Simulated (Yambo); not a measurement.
# PbSe (Clausthalite) (Fm-3m) in Yambo: convergence with bands in self energy

Aim: find how far bands in self energy must go before the results for PbSe (Clausthalite) settle, at PBEsol. This setting moves, with any that are tied to it; all else stays.

Program: Yambo 5.3.0. These are calculated values, not measurements. Logs are shortened: lines on timing, memory, paths and dates and some standing lists are left out, and cuts for length are marked.

### 1 Starting point

It takes space group Fm-3m (No. 225, cubic). The conventional cell has a = 6.121 Å, b = 6.121 Å, c = 6.121 Å, α = 90.00°, β = 90.00°, γ = 90.00°. Pb (site symmetry m-3m) has 6 Se at 3.06 Å as nearest neighbours. Se (site symmetry m-3m) has 6 Pb at 3.06 Å as nearest neighbours.

### 2 With bands in self energy 35

The input, g0w03.in:

```
gw0
dyson
el_el_corr
rim_cut
HF_and_locXC
ppa
em1d
RandQpts= 1000000
RandGvec= 50 RL
EXXRLvcs= 86 Ry
VXCRLvcs= 86 Ry
Chimod= "HARTREE"
% BndsRnXp
 1 | 135 |
%
NGsBlkXp= 6 Ry
% LongDrXp
 1 | 1 | 1 |
%
PPAPntXp= 27.21138 eV
% GbndRnge
 1 | 35 |
%
GTermKind= "none"
DysSolver= "n"
ExtendOut
% QPkrange
 1 | 1 | 15 | 16 |
 3 | 3 | 15 | 16 |
%
```

The input, scf.in:

```
&CONTROL
  calculation = 'scf'
  prefix = 'pwscf'
  outdir = './tmp'
  pseudo_dir = './pseudo'
/
&SYSTEM
  ibrav = 0
  nat = 2
  ntyp = 2
  ecutwfc = 86
  nbnd = 22
  occupations = 'smearing'
  smearing = 'fd'
  degauss = 0.00367493
  force_symmorphic = .true.
/
&ELECTRONS
  conv_thr = 4d-10
  electron_maxstep = 120
  mixing_beta = 0.5
/
ATOMIC_SPECIES
Pb   207.2000 Pb.upf
Se    78.9710 Se.upf
CELL_PARAMETERS angstrom
   0.0000000000    3.0606500000    3.0606500000
   3.0606500000    0.0000000000    3.0606500000
   3.0606500000    3.0606500000    0.0000000000
ATOMIC_POSITIONS crystal
Pb     0.0000000000    0.0000000000    0.0000000000
Se     0.5000000000    0.5000000000    0.5000000000
K_POINTS automatic
8 8 8 0 0 0
```

The input, nscf.in:

```
&CONTROL
  calculation = 'nscf'
  prefix = 'pwscf'
  outdir = './tmp'
  pseudo_dir = './pseudo'
/
&SYSTEM
  ibrav = 0
  nat = 2
  ntyp = 2
  ecutwfc = 86
  nbnd = 135
  occupations = 'fixed'
  force_symmorphic = .true.
/
&ELECTRONS
  conv_thr = 1d-08
  diago_full_acc = .true.
  diago_thr_init = 1d-06
/
ATOMIC_SPECIES
Pb   207.2000 Pb.upf
Se    78.9710 Se.upf
CELL_PARAMETERS angstrom
   0.0000000000    3.0606500000    3.0606500000
   3.0606500000    0.0000000000    3.0606500000
   3.0606500000    3.0606500000    0.0000000000
ATOMIC_POSITIONS crystal
Pb     0.0000000000    0.0000000000    0.0000000000
Se     0.5000000000    0.5000000000    0.5000000000
K_POINTS automatic
4 4 4 0 0 0
```

Potentials or basis: PseudoDojo 0.4.1 SR PBEsol standard.

Command:

```sh
OMP_NUM_THREADS=1 pw.x -in scf.in > scf.out
OMP_NUM_THREADS=1 pw.x -in nscf.in > nscf.out
cd tmp/pwscf.save; p2y; mv SAVE ../..; cd ../..
OMP_NUM_THREADS=1 yambo
mkdir -p g0w03; ln -s $PWD/g0w00/ndb.pp* g0w03/
mkdir -p g0w03; ln -s $PWD/g0w00/ndb.RIM g0w03/
OMP_NUM_THREADS=1 yambo -F g0w03.in -J g0w03 -C g0w03_out
```

The run converged. Its results:

* Band gap on the k mesh, mean-field level: 0.21 eV, direct
* Quasiparticle gap: 0.43 eV
* Least direct quasiparticle gap: 0.43 eV
* Quasiparticle gap at Γ: 7.25 eV
* Band gap of the same states before the correction: 0.21 eV

### 3 With bands in self energy 55

The input, g0w04.in:

```
gw0
dyson
el_el_corr
rim_cut
HF_and_locXC
ppa
em1d
RandQpts= 1000000
RandGvec= 50 RL
EXXRLvcs= 86 Ry
VXCRLvcs= 86 Ry
Chimod= "HARTREE"
% BndsRnXp
 1 | 135 |
%
NGsBlkXp= 6 Ry
% LongDrXp
 1 | 1 | 1 |
%
PPAPntXp= 27.21138 eV
% GbndRnge
 1 | 55 |
%
GTermKind= "none"
DysSolver= "n"
ExtendOut
% QPkrange
 1 | 1 | 15 | 16 |
 3 | 3 | 15 | 16 |
%
```

scf.in is that of step 2.

nscf.in is that of step 2.

Potentials or basis: PseudoDojo 0.4.1 SR PBEsol standard.

Command:

```sh
OMP_NUM_THREADS=1 pw.x -in scf.in > scf.out
OMP_NUM_THREADS=1 pw.x -in nscf.in > nscf.out
cd tmp/pwscf.save; p2y; mv SAVE ../..; cd ../..
OMP_NUM_THREADS=1 yambo
mkdir -p g0w04; ln -s $PWD/g0w00/ndb.pp* g0w04/
mkdir -p g0w04; ln -s $PWD/g0w00/ndb.RIM g0w04/
OMP_NUM_THREADS=1 yambo -F g0w04.in -J g0w04 -C g0w04_out
```

It converged, with:

| Property | Result |
| --- | --- |
| Band gap on the k mesh, mean-field level | 0.21 eV, direct |
| Quasiparticle gap | 0.55 eV |
| Least direct quasiparticle gap | 0.55 eV |
| Quasiparticle gap at Γ | 7.18 eV |
| Band gap of the same states before the correction | 0.21 eV |

### 4 With bands in self energy 95

The input, g0w05.in:

```
gw0
dyson
el_el_corr
rim_cut
HF_and_locXC
ppa
em1d
RandQpts= 1000000
RandGvec= 50 RL
EXXRLvcs= 86 Ry
VXCRLvcs= 86 Ry
Chimod= "HARTREE"
% BndsRnXp
 1 | 135 |
%
NGsBlkXp= 6 Ry
% LongDrXp
 1 | 1 | 1 |
%
PPAPntXp= 27.21138 eV
% GbndRnge
 1 | 95 |
%
GTermKind= "none"
DysSolver= "n"
ExtendOut
% QPkrange
 1 | 1 | 15 | 16 |
 3 | 3 | 15 | 16 |
%
```

scf.in is that of step 3.

nscf.in is that of step 3.

Command:

```sh
OMP_NUM_THREADS=1 pw.x -in scf.in > scf.out
OMP_NUM_THREADS=1 pw.x -in nscf.in > nscf.out
cd tmp/pwscf.save; p2y; mv SAVE ../..; cd ../..
OMP_NUM_THREADS=1 yambo
mkdir -p g0w05; ln -s $PWD/g0w00/ndb.pp* g0w05/
mkdir -p g0w05; ln -s $PWD/g0w00/ndb.RIM g0w05/
OMP_NUM_THREADS=1 yambo -F g0w05.in -J g0w05 -C g0w05_out
```

The run converged. Its results:

```yaml
Band_gap_on_the_k_mesh_mean-field_level: 0.21 eV, direct
Quasiparticle_gap: 0.63 eV
Least_direct_quasiparticle_gap: 0.63 eV
Quasiparticle_gap_at_Γ: 7.17 eV
Band_gap_of_the_same_states_before_the_correction: 0.21 eV
```

### 5 With bands in self energy 135

The input, g0w01.in:

```
gw0
dyson
el_el_corr
rim_cut
HF_and_locXC
ppa
em1d
RandQpts= 1000000
RandGvec= 50 RL
EXXRLvcs= 86 Ry
VXCRLvcs= 86 Ry
Chimod= "HARTREE"
% BndsRnXp
 1 | 135 |
%
NGsBlkXp= 6 Ry
% LongDrXp
 1 | 1 | 1 |
%
PPAPntXp= 27.21138 eV
% GbndRnge
 1 | 135 |
%
GTermKind= "none"
DysSolver= "n"
ExtendOut
% QPkrange
 1 | 1 | 15 | 16 |
 3 | 3 | 15 | 16 |
%
```

scf.in is that of step 4.

nscf.in is that of step 4.

Potentials or basis: PseudoDojo 0.4.1 SR PBEsol standard.

Command:

```sh
OMP_NUM_THREADS=1 pw.x -in scf.in > scf.out
OMP_NUM_THREADS=1 pw.x -in nscf.in > nscf.out
cd tmp/pwscf.save; p2y; mv SAVE ../..; cd ../..
OMP_NUM_THREADS=1 yambo
mkdir -p g0w01; ln -s $PWD/g0w00/ndb.pp* g0w01/
mkdir -p g0w01; ln -s $PWD/g0w00/ndb.RIM g0w01/
OMP_NUM_THREADS=1 yambo -F g0w01.in -J g0w01 -C g0w01_out
```

Yambo's report:

```text
[... sections 02.01 to 02.04 as in the set-up run ...]

  [02.05] Energies & Occupations
  ==============================

  [X] === General ===
  [X] Electronic Temperature                        :  0.000000  0.000000 [eV K]
  [X] Bosonic    Temperature                        :  0.000000  0.000000 [eV K]
  [X] Finite Temperature mode                       : no
  [X] El. density                                   :  0.52318E+24 [cm-3]
  [X] Fermi Level                                   :  9.329004 [eV]

  [X] === Gaps and Widths ===
  [X] Conduction Band Min                           :  0.210006 [eV]
  [X] Valence Band Max                              :  0.000000 [eV]
  [X] Filled Bands                                  :  15
  [X] Empty Bands                                   :   16  135
  [X] Direct Gap                                    :  0.210006 [eV]
  [X] Direct Gap localized at k                     :  3
  [X] Indirect Gap                                  :  0.210006 [eV]
  [X] Indirect Gap between kpts                     :  3  3
  [X] Last valence band width                       :  3.236006 [eV]
  [X] 1st conduction band width                     :  4.473879 [eV]

 [03] Transferred momenta grid and indexing
 ==========================================

 IBZ Q-points                                      :   8
 BZ  Q-points                                      :   64

 K/Q-points units:
 rlu = crystal or reduced units; cc = cartesian coordinates; iku = interal k-units

 Q [1]          [rlu]:  0.000000  0.000000  0.000000
 Q [2]          [rlu]: -0.51579E-17 -0.51579E-17  0.25000
 Q [3]          [rlu]:  0.10316E-16  0.10316E-16 -0.50000
 Q [4]          [rlu]: -0.93036E-17  0.25000      0.25000
 Q [5]          [rlu]: -0.73639E-17  0.25000      0.50000
 Q [6]          [rlu]:  0.10316E-16  0.25000     -0.25000
 Q [7]          [rlu]:  0.18607E-16 -0.50000     -0.50000
 Q [8]          [rlu]:  0.250000 -0.500000 -0.250000

 [04] Coloumb potential Random Integration (RIM)
 ===============================================

 Summary of Coulomb integrals for non-metallic bands |Q|[au] RIM/Bare

 Q [1] 0.100000E-4 0.997530 * Q [2] 0.235200 1.067779
 Q [4] 0.271586 1.067204 * Q [6] 0.384081 1.030488
 Q [5] 0.450374 1.022568 * Q [3] 0.470401 1.021209
 Q [7] 0.543172 1.017560 * Q [8] 0.607285 1.014308

 [05] Dipoles
 ============

  [05.01] Setup: observables and procedures
  =========================================

  [WF-Oscillators/G space/Transverse up loader] Normalization (few states)  min/max  :  0.14987E-16   1.0000

  [WR./g0w01//ndb.dipoles]--------------------------------------------------------
   Brillouin Zone Q/K grids (IBZ/BZ)                :    8   64    8   64
   RL vectors                                       :   6231 [WF]
   Fragmentation                                    : yes
   Electronic Temperature                           :  0.000000 [K]
   Bosonic    Temperature                           :  0.000000 [K]
   DIP band range                                   :    1  135
   DIP band range limits                            :  15  16
   DIP e/h energy range                             : -1.000000 -1.000000 [eV]
   RL vectors in the sum                            :   6231
   [r,Vnl] included                                 : yes
   Bands ordered                                    : yes
   Direct v evaluation                              : no
   Approach used                                    : G-space v
   Dipoles computed                                 : R V P [G-space]
   Wavefunctions                                    : Perdew, Burke & Ernzerhof SOL(X)+Perdew, Burke & Ernzerhof SOL(C)

 [06] Dynamic Dielectric Matrix (PPA)
 ====================================

 [07] Local Exchange-Correlation + Non-Local Fock
 ================================================

 [VXC] Plane waves :   5209
 [EXS] Plane waves :   5209

 QP @ state[ 1 ] K range:  1  1
 QP @ state[ 1 ] b range:  15  16
 QP @ state[ 2 ] K range:  3  3
 QP @ state[ 2 ] b range:  15  16

 [xc] Functional : Perdew, Burke & Ernzerhof SOL(X)+Perdew, Burke & Ernzerhof SOL(C)
 [xc] LIBXC used to calculate xc functional
  PP Number of Atomic Species                      :  2
  NLCC RL compoments                               :   41655
  PP Number of Atomic Species                      :  2
  NLCC RL compoments                               :   41655
 [WR./g0w01//ndb.HF_and_locXC]---------------------------------------------------
  Brillouin Zone Q/K grids (IBZ/BZ)                :    8   64    8   64
  RL vectors                                       :   6231 [WF]
  Fragmentation                                    : no
  Electronic Temperature                           :  0.000000 [K]
  Bosonic    Temperature                           :  0.000000 [K]
  Green`s function   wavefunctions                 : Perdew, Burke & Ernzerhof SOL(X)+Perdew, Burke & Ernzerhof SOL(C)
  Total number of QP states                        :   4
  Exchange RL vectors                              :   5209
  Exchange summation bands                         :  15
  RIM RL components                                :   51
  RIM random points                                :  1000000

 [xc] E_xc :  -18.89199 [Ha]
      E_xc :  -37.78399 [Ry]

  Local XC kind (lXC) : Perdew, Burke & Ernzerhof SOL(X)+Perdew, Burke & Ernzerhof SOL(C)
  Non-Local XC kind (nlXC) : Hartree-Fock

  Corrections @ K [1] :  [eV]
 <15|nlXC|15> = -16.47520 -0.80512E-17 <15|lXC|15> = -12.83097  0.47204E-16
 <16|nlXC|16> = -7.761189  0.13353E-17 <16|lXC|16> = -11.31337  0.000000

  Corrections @ K [3] :  [eV]
 <15|nlXC|15> = -15.68275 -0.23391E-17 <15|lXC|15> = -13.72460 -0.13571E-15
 <16|nlXC|16> = -7.560507  0.10039E-17 <16|lXC|16> = -10.08065  0.14161E-15

 [08] Dyson equation: Newton solver
 ==================================

  [08.01] G0W0 (W PPA)
  ====================

  [  GW  ] Bands range     :    1  135
  [GW/PPA] G damping       :  0.100000 [eV]

  QP @ state[ 1 ] K range:  1  1
  QP @ state[ 1 ] b range:  15  16
  QP @ state[ 2 ] K range:  3  3
  QP @ state[ 2 ] b range:  15  16

   Current Q-pt index             :  1
   :: PP condition fails/total    :  0.356226
   :: Time ordering fails/rest    :  0.497724
   :: Mean rel dev of PP cond     :  0.356173
   Current Q-pt index             :  2
   :: PP condition fails/total    :  0.371037
   :: Time ordering fails/rest    :  0.500720
   :: Mean rel dev of PP cond     :  0.370969
   Current Q-pt index             :  3
   :: PP condition fails/total    :  0.357398
   :: Time ordering fails/rest    :  0.496476
   :: Mean rel dev of PP cond     :  0.357358
   Current Q-pt index             :   4
   :: PP condition fails/total    :  0.364644
   :: Time ordering fails/rest    :  0.500126
   :: Mean rel dev of PP cond     :  0.364564
   Current Q-pt index             :   5
   :: PP condition fails/total    :  0.364750
   :: Time ordering fails/rest    :  0.490397
   :: Mean rel dev of PP cond     :  0.364683
   Current Q-pt index             :   6
   :: PP condition fails/total    :  0.361980
   :: Time ordering fails/rest    :  0.496785
   :: Mean rel dev of PP cond     :  0.361896
   Current Q-pt index             :   7
   :: PP condition fails/total    :  0.330119
   :: Time ordering fails/rest    :  0.499244
   :: Mean rel dev of PP cond     :  0.330045
   Current Q-pt index             :   8
   :: PP condition fails/total    :  0.356332
   :: Time ordering fails/rest    :  0.503601
   :: Mean rel dev of PP cond     :  0.356263

  [08.02] QP properties and I/O
  =============================

  Legend (energies in eV)
  - B  : Band       - Eo  : bare energy
  - E  : QP energy  - Z   : Renormalization factor
  - So : Sc(Eo)     - S   : Sc(E)
  - dSp: Sc derivative precision

  - lXC: Local XC (Perdew, Burke & Ernzerhof SOL(X)+Perdew, Burke & Ernzerhof SOL(C))
  -nlXC: non-Local XC (Hartree-Fock)

  QP [eV] @ K [1] (iku):  0.000000  0.000000  0.000000
   B=15 Eo= -1.86 E= -2.93 E-Eo= -1.07 Re(Z)=0.78 Im(Z)=-0.150530E-2 nlXC= -16.4752 lXC= -12.8310 So=  2.27006
   B=16 Eo=  4.68 E=  4.23 E-Eo= -0.45 Re(Z)=0.79 Im(Z)= 0.134551E-2 nlXC= -7.76119 lXC= -11.3134 So= -4.12252

  QP [eV] @ K [3] (iku): -0.250000 -0.250000  0.250000
   B=15 Eo=  0.00 E= -0.85 E-Eo= -0.85 Re(Z)=0.79 Im(Z)=-0.135384E-2 nlXC= -15.6828 lXC= -13.7246 So= 0.892659
   B=16 Eo=  0.21 E= -0.19 E-Eo= -0.40 Re(Z)=0.81 Im(Z)=-0.132163E-2 nlXC= -7.56051 lXC= -10.0807 So= -3.01189

  [WR./g0w01//ndb.QP]-------------------------------------------------------------
   Lattice constants                                :  5.783790  5.783790  5.783790
   Coulomb cutoff potential                         : none
   Electronic Temperature                           :  0.000000 [K]
   Bosonic    Temperature                           :  0.000000 [K]
   Green`s function   energies                      : Perdew, Burke & Ernzerhof SOL(X)+Perdew, Burke & Ernzerhof SOL(C)
   wavefunctions                                    : Perdew, Burke & Ernzerhof SOL(X)+Perdew, Burke & Ernzerhof SOL(C)
   PPA    diel. fun.  energies                      : Perdew, Burke & Ernzerhof SOL(X)+Perdew, Burke & Ernzerhof SOL(C)
   wavefunctions                                    : Perdew, Burke & Ernzerhof SOL(X)+Perdew, Burke & Ernzerhof SOL(C)
   QP tot states                                    :   4
   GW solver                                        : Newton
   GW approximation                                 : PPA
   PPA imaginary Energy                             :  27.21138 ev
   RIM G`s                                          :   51
   RIM random pts                                   :  1000000
   dS/dw steps                                      :  2
   dS/dw step                                       :  0.100000 ev
   X G`s                                            :  137 used
   X G`s                                            :  137 disk
   X bands                                          :    1  135
   X poles                                          :  100.0000 o/o
   X e/h E range                                    : -1.000000 -1.000000 ev
   X Hxc Kernel                                     : HARTREE
   X BZ energy Double Grid                          : no
   X Optical Averaged directions                    : none
   Sc/G bands                                       :    1  135
   Sc/G damping                                     :  0.100000 ev
   Sc bands terminator                              : no
   Sx RL components                                 :   5209

   QP @ state[ 1 ] K range                          :  1  1
   QP @ state[ 1 ] b range                          :  15  16
   QP @ state[ 2 ] K range                          :  3  3
   QP @ state[ 2 ] b range                          :  15  16
   GF energies kind                                 : Perdew, Burke & Ernzerhof SOL(X)+Perdew, Burke & Ernzerhof SOL(C)
   GF WF`s kind                                     : Perdew, Burke & Ernzerhof SOL(X)+Perdew, Burke & Ernzerhof SOL(C)
   Xs energies kind                                 : Perdew, Burke & Ernzerhof SOL(X)+Perdew, Burke & Ernzerhof SOL(C)
   Xs WF`s kind                                     : Perdew, Burke & Ernzerhof SOL(X)+Perdew, Burke & Ernzerhof SOL(C)
```

Results:

| Property | Result |
| --- | --- |
| Band gap on the k mesh, mean-field level | 0.21 eV, direct |
| Quasiparticle gap | 0.66 eV |
| Least direct quasiparticle gap | 0.66 eV |
| Quasiparticle gap at Γ | 7.16 eV |
| Band gap of the same states before the correction | 0.21 eV |

### 6 The series at a glance

| bands in self energy | quasiparticle gap at the points computed (eV) |
| --- | --- |
| 35 | 0.434 |
| 55 | 0.550 |
| 95 | 0.633 |
| 135 | 0.659 |

Against the tightest run, the quasiparticle gap at the points computed stays within 0.05 eV from 95 on. The tightest run that finished is the yardstick and may itself not be fully converged.

Caveats: all runs use coarse meshes; the potentials hold a filled d shell without the s and p states of that shell, which can shift GW gaps by tenths of an eV, either way; this version prints the column dSc/dw multiplied by 27.2; spin-orbit coupling is left out, which as a rule narrows the gap of such compounds by several tenths of an eV.
